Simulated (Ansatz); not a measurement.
Level of theory: Ansatz 0.2.0, DFT PBE, scalar-relativistic, plane waves, PAW. Settings: cutoff 420 eV, Γ-centred meshes spaced at most about 0.3 Å⁻¹, and about 0.25 Å⁻¹ or finer for metals (2π included), Gaussian smearing. No spin polarisation.

All energies are static (0 K, no zero-point motion).

Compare these two cells of ZrSi7, each relaxed at this level.

A.

```xyz
16
Lattice="5.1010 0.0000 0.0000 0.0000 5.2577 0.0000 -1.6145 0.0000 9.5582" Properties=species:S:1:pos:R:3 pbc="T T T"
Zr    1.7235    0.0048    6.9235
Zr    1.7630    2.6337    2.6347
Si    0.4078    0.1388    2.5930
Si    0.5137    2.6896    7.0651
Si    0.5720    1.3903    9.2502
Si    0.4129    3.9928    4.7460
Si    0.3014    4.0379    0.5964
Si    0.4124    1.3931    4.8473
Si    2.9728    0.0608    2.4931
Si    3.0788    2.7677    6.9652
Si    3.1851    1.4090    8.9618
Si    3.0742    4.0220    4.7109
Si    2.9145    4.0191    0.3079
Si    3.0736    1.3639    4.8122
Si    4.2766    2.1237    1.6062
Si   -0.7900    4.7526    7.9520
```

B.

```xyz
8
Lattice="5.2184 0.0000 0.0000 -2.6092 4.5193 0.0000 0.0000 0.0000 5.2179" Properties=species:S:1:pos:R:3 pbc="T T T"
Zr    0.0000    0.0000    2.6090
Si    2.6092    0.0000    3.9597
Si   -1.3046    2.2596    3.9597
Si    1.3046    2.2596    3.9597
Si    2.6092    0.0000    1.2582
Si   -1.3046    2.2596    1.2582
Si    1.3046    2.2596    1.2582
Si    0.0000    0.0000    0.0000
```

Question: Which is lower in energy, and by how much?

Answer: A is lower, by 38 meV/atom. A has space group P2_1 (No. 4), 16.0 Å³/atom and no gap on its mesh; B has space group P6/mmm (No. 191), 15.4 Å³/atom and no gap. Counting Si atoms around Zr (those within 1.25 times the shortest such distance or 1.15 times the sum of covalent radii, 1.27 where that leaves under three; a plus sign parts nearer from farther groups), A has Zr 13 and B has Zr 2+12. A holds Si–Si bonds in all directions (shortest 2.37 Å); B holds Si–Si nets (shortest 2.52 Å). The lower one is the more open, so pressure narrows the difference. In A, Zr is surrounded by 13 Si at 2.76–3.22 Å; Si on its first site is surrounded by 6 Si at 2.42–2.58 Å, 1 Zr at 2.84 Å and 1 Zr at 3.08 Å; Si on its second site is surrounded by 6 Si at 2.54–2.66 Å and 2 Zr at 2.85–2.95 Å; 5 more sites not described. In B, Zr is surrounded by 2 Si at 2.61 Å and 12 Si at 2.94 Å; Si on a site of symmetry 2mm is surrounded by 6 Si at 2.52–2.70 Å, 2 Si at 2.90 Å and 2 Zr at 2.94 Å; around Si on a site of symmetry 6/mmm lie 2 Zr at 2.61 Å and 12 Si at 2.90 Å. Origin: A, invented, then shaken at random and relaxed again; B, invented.

Cells relaxed within their symmetry can be saddle points.
